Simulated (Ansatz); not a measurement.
PtS2, CdCl2 type, relaxed with r2SCAN+rVV10: 6 runs in the plane-wave code Ansatz, each a calculation of independent-particle optics. Space group R-3m (No. 166), trigonal; conventional cell a = 3.529 Å, c = 16.569 Å, 19.85 Å³ an atom. Pt is surrounded by 6 S at 2.39 Å; S is surrounded by 3 Pt at 2.39 Å. The calculation is spin-unpolarised, and the structure need not be a phase that has been made.

```
Pt S
1.0
     1.76444    1.01870    5.52305
    -1.76444    1.01870    5.52305
     0.00000   -2.03740    5.52305
Pt S
1 2
Direct
  0.00000 0.00000 0.00000
  0.25830 0.25830 0.25830
  0.74170 0.74170 0.74170
```

On meshes this coarse, single peaks can be features of the mesh. No local fields, no excitons; the zone sum runs over the cells of the mesh, and ε∞ includes the bands left out of the spectrum. Up to four peaks are listed, those above 15 % of the tallest and inside the complete range; the four can differ from row to row. Rows marked drawn have settings drawn at random (some not listed).

| functional | k mesh | broadening (eV) | scissors (eV) | range (eV) | settings | direct gap on the mesh before scissors (eV) | ε∞ xx | ε∞ yy | ε∞ zz | complete up to (eV) | tallest peaks of mean ε₂ (eV) |
| --- | --- | --- | --- | --- | --- | --- | --- | --- | --- | --- | --- |
| PBE | 8×8×8 | 0.1 | 0.00 | 0–12 | chosen | 1.21 | 16.27 | 16.27 | 11.04 | 12.0 | 1.95 2.45 4.10 6.95 |
| LDA | 8×8×8 | 0.1 | 0.00 | 0–12 | chosen | 1.08 | 17.38 | 17.38 | 11.97 | 12.0 | 1.85 2.40 4.05 6.80 |
| PBE | 8×8×8 | 0.1 | 0.88 (to HSE06) | 0–12 | chosen | 1.21 | 12.91 | 12.91 | 8.90 | 12.0 | 2.85 3.35 5.00 7.85 |
| r2SCAN | 4×4×4 | 0.05 | 0.00 | 0.5–6 | drawn | 1.43 | 14.56 | 14.56 | 9.84 | 6.0 | 2.20 2.60 4.40 5.60 |
| PBEsol | 6×6×6 | 0.15 | 0.00 | 2–30 | drawn | 1.43 | 17.06 | 17.06 | 11.67 | 30.0 | 2.40 6.80 11.20 12.00 |

**Question.** Estimate from these rows what the further settings give.
```csv
functional,k mesh,broadening (eV),scissors (eV),range (eV),settings
r2SCAN,8×8×8,0.1,0.00,0–12,chosen
```

**Answer.**

| functional | k mesh | broadening (eV) | scissors (eV) | range (eV) | settings | direct gap on the mesh before scissors (eV) | ε∞ xx | ε∞ yy | ε∞ zz | complete up to (eV) | tallest peaks of mean ε₂ (eV) |
| --- | --- | --- | --- | --- | --- | --- | --- | --- | --- | --- | --- |
| r2SCAN | 8×8×8 | 0.1 | 0.00 | 0–12 | chosen | 1.43 | 14.54 | 14.54 | 9.84 | 12.0 | 2.15 2.70 4.40 7.40 |

The fundamental gap is indirect (1.06 eV with PBE on 8×8×8); the table holds the direct one. The two differ by only 0.14 eV.

No spin-orbit coupling is included; it can move band edges with weight on the heavy atoms by tenths of an eV.
